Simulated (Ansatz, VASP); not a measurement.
Sr in VASP and in Ansatz

```
Sr
1.0
     0.00000    2.89023    2.89023
     2.89023    0.00000    2.89023
     2.89023    2.89023    0.00000
Sr
1
Direct
  0.00000 0.00000 0.00000
```

Change from the starting cell: strain -0.050 along x and y, -0.050 along z, atoms carried along.

Alike in both runs: task single point; functional PBE; k mesh 14 × 14 × 14; occupations gaussian, width 0.15 eV; no spin polarisation.

|  | VASP | Ansatz |
| --- | --- | --- |
| version | VASP 6.6.1 | Ansatz 0.2.0 |
| potentials or method | VASP PAW PBE potentials, release 64 (Sr_sv) | scalar-relativistic, plane waves, PAW |
| plane-wave cutoff (eV) | 520 | 420 |
| valence electrons in the cell | 10 | 10 |

|  | VASP | Ansatz | Ansatz less VASP |
| --- | --- | --- | --- |
| gap on the k mesh at the Fermi level (eV) | 0.08 | 0.07 | -0.003 |
| least direct gap on the mesh (eV) | 0.20 | 0.20 | 0.000 |
| pressure (GPa) | 1.9 | 1.9 | -0.01 |

The functional is the same, so the differences come from potentials, cutoffs and numerics.
